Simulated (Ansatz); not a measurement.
# TiAl: energy along a strain

TiAl, P4/mmm, a = 2.837 Å, c = 4.059 Å (as given, not relaxed at this level: -0.7 GPa). The structure is a COD entry; whether it is the stable form wasn't checked. Ansatz: PBE, PAW, 420 eV, Γ-centred 16×16×12 mesh on 2 atoms, Gaussian smearing 0.15 eV; no spin polarisation. Cell vectors (Å): 2.837 0.000 0.000; 0.000 2.837 0.000; 0.000 0.000 4.059. The cell is strained by x per cent times the pattern (1 -1 0 0 0 0) in the order xx yy zz yz xz xy (engineering shears), with fractional coordinates held. y is the free energy over the start, V0 = 16.338 Å³/atom. Symmetry makes y even in x. Points with a strain past 8.5 % were computed too (2) and aren't used here.

```
x (%) y (meV/atom)
-5.00         34.06
 0.00          0.00
 2.50          8.51
 6.25         53.45
 7.50             ?
```

Fit y = c2 x² + c4 x⁴ to the other rows, get the stiffness along the pattern, and predict the missing energy.

Least squares on the rows shown. y = 1.3543 x² + 0.00035547 x⁴. The clamped-ion stiffness p·C·p = 2 × 13.54 eV × 160.2 / 16.338 Å³ = 266 GPa (second derivative at the start, which stands under stress). At x = 7.50 the fit asked for gives 77.30 meV/atom. The run gave 77.74 meV/atom, so the fit is 0.44 meV/atom too low, 0.57 % of the span of the series, against an rms of 0.02 meV/atom on the fitted rows. The row lies outside the fitted range. With a term in x⁶ added, a fit to the same known rows (none to spare) predicts 77.72 meV/atom, so most of the miss is curvature that the known rows already hold.